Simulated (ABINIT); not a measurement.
The system is Ge.

```xyz
2
Lattice="0.0000 2.8289 2.8289 2.8289 0.0000 2.8289 2.8289 2.8289 0.0000" Properties=species:S:1:pos:R:3 pbc="T T T"
Ge    4.2434    4.2434    4.2434
Ge    2.8289    2.8289    2.8289
```

Base run:

| Quantity | Value |
| --- | --- |
| Program | ABINIT 10.8.3 (patched build) |
| Functional | BLYP |
| Potentials or basis | PseudoDojo NC SR PBE v0.4.1 standard |
| Cutoff | 1061 eV |
| k mesh | 8 × 8 × 8 |
| Occupations | fermi-dirac, width 0.05 eV |
| Spin | no spin polarisation |

Its results: band gap on the k mesh none (metal or under the smearing width); pressure 6.7 GPa.

After a change of settings the same cell gave: band gap on the k mesh none (metal or under the smearing width); pressure 4.1 GPa. Which change was it?
A. functional from BLYP to HCTH407
B. functional from BLYP to LDA-VWN; potentials or basis from PseudoDojo NC SR PBE v0.4.1 standard to PseudoDojo NC SR LDA v0.4.1 standard
C. functional from BLYP to BP86
D. functional from BLYP to WC; potentials or basis from PseudoDojo NC SR PBE v0.4.1 standard to PseudoDojo NC SR PBEsol v0.4.1 standard

C.

Caveats: the potentials were made for another functional, which shifts forces and pressure; this crystal is a semiconductor, whose small gap the functional closes, so the metal is an error of the method.

Runs at the PBE level aren't shown here.
